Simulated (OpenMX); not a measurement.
**Sb in OpenMX: the effect of volume scale**

The system is Sb.

```
Sb
1.0
     2.06434    1.19184    3.60123
    -2.06434    1.19184    3.60123
     0.00000   -2.38369    3.60123
Sb
2
Direct
  0.76651 0.76651 0.76651
  0.23349 0.23349 0.23349
```

Alike in all runs:

```yaml
Program: OpenMX 3.8.5
Task: band structure
Functional: PBE
Potentials_or_basis: OpenMX 2013 PBE set, Sb7.0-s3p2d2, grid cutoff 500 Ry
k_mesh: 7 × 7 × 7
Occupations: fermi-dirac, width 0.05 eV
Spin: no spin polarisation
```

| volume scale | pressure (GPa) | largest force (eV/Å) |
| --- | --- | --- |
| 0.88 | ? | ? |
| 0.92 | 11.5 | 1.00 |
| 0.96 | 7.7 | 0.68 |
| 1 | 4.7 | 0.44 |
| 1.04 | 2.2 | 0.19 |
| 1.08 | 0.1 | 0.02 |

Question: What does the run with volume scale 0.88 give?

Answer: Pressure 16.1 GPa; largest force 1.31 eV/Å.

Worked out: A parabola through the other rows of the pressure, of slope -113 GPa per unit of volume scale there, extrapolates to 15.7 GPa, against the run's 16.1. A parabola through the other rows of the largest force, of slope -9.23 eV/Å per unit of volume scale there, extrapolates to 1.35 eV/Å, against the run's 1.31.

Caveats: the basis of atomic orbitals isn't converged, which shifts pressures, moduli and gaps; forces of over 1 eV/Å show positions far from the minimum, so gaps and moduli don't describe the material at rest (some runs).
